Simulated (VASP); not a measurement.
Runs of VASP 6.6.1 on SnO2 (Cassiterite). It takes space group P4_2/mnm (No. 136, tetragonal). The conventional cell has a = 4.738 Å, b = 4.738 Å, c = 3.187 Å, α = 90.00°, β = 90.00°, γ = 90.00°. Sn (site symmetry mmm) has 6 O at 2.05 to 2.06 Å as nearest neighbours. O (site symmetry m2m) is surrounded by 3 Sn at 2.05 to 2.06 Å. 

```csv
task,level,spin,cell,k mesh,cutoff (eV),mesh quality,gap on the mesh (eV),pressure (GPa),relaxed volume (Å³/atom),largest force (eV/Å)
band structure,r2SCAN,off,as given,6 × 6 × 8,520,not flagged,(c),4.5,-,0.28
relaxation of cell and atoms,BEEF-vdW,off,relaxed,6 × 6 × 8,600,not flagged,0.65,0.0,(b),-
band structure,SCAN,off,as given,6 × 6 × 8,520,not flagged,1.88,3.5,-,0.26
band structure,r2SCAN,"SOC, no magnetisation",as given,4 × 4 × 5,520,coarse,-,4.4,-,0.28
relaxation of cell and atoms,optB88-vdW,off,relaxed,6 × 6 × 8,600,not flagged,(a),0.0,12.48,-
```

Alike in all rows: potentials or basis VASP PAW PBE potentials, release 64 (Sn_d, O); smearing fermi-dirac 0.05 eV.

**Question.** Estimate the missing entries.

**Answer.** (a) 0.72; (b) 12.69; (c) 1.99.

Caveats: some runs use coarse meshes; the PAW data sets were made with another functional, which shifts forces and pressure a little; spin-orbit coupling is left out, which moves the levels of the heavy elements (some runs).

A k mesh can miss the band edges, and rows without SOC leave out spin-orbit coupling on Sn.

Runs at the PBE level aren't shown here.
